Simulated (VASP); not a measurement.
Input of a VASP 6.6.1 run:

The input INCAR:

```
SYSTEM = Al
  PREC = Accurate
  ENCUT = 520
  EDIFF = 1E-7
  ISMEAR = -1
  SIGMA = 0.1
  LREAL = .FALSE.
  LASPH = .TRUE.
  NELM = 100
  ALGO = Normal
  ISIF = 2
  LWAVE = .FALSE.
  LCHARG = .FALSE.
  LDIPOL = .TRUE.
  IDIPOL = 3
  DIPOL = 0.5 0.5 0.504
  GGA = PE
  NBANDS = 12
```

KPOINTS

```
regular mesh
0
G
  10 10 1
  0 0 0
```

The input POSCAR:

```
Al
1.0
    2.8571514048      0.0000000000      0.0000000000
    0.0000000000      2.8571514048      0.0000000000
    0.0000000000      0.0000000000     18.0406222664
Al
3
Direct
    0.5000000000      0.5000000000      0.3880132235
    0.0000000000      0.0000000000      0.5035877757
    0.5000000000      0.5000000000      0.6194366624
```

Potentials or basis: VASP PAW PBE potentials, release 64 (Al).

Command:

```console
$ cat potpaw_PBE.64/Al/POTCAR > POTCAR
$ mpirun -np 1 vasp_std > vasp.out
```

Problem. What does it give for the band gap on the k mesh?

Solution. None (metal or under the smearing width).

Problem. Estimate the largest force.

Solution. 0.011 eV/Å.

Forces on the atoms (eV/Å):
```
Al   0.000  0.000 -0.001
Al   0.000  0.000  0.011
Al   0.000  0.000 -0.010
```
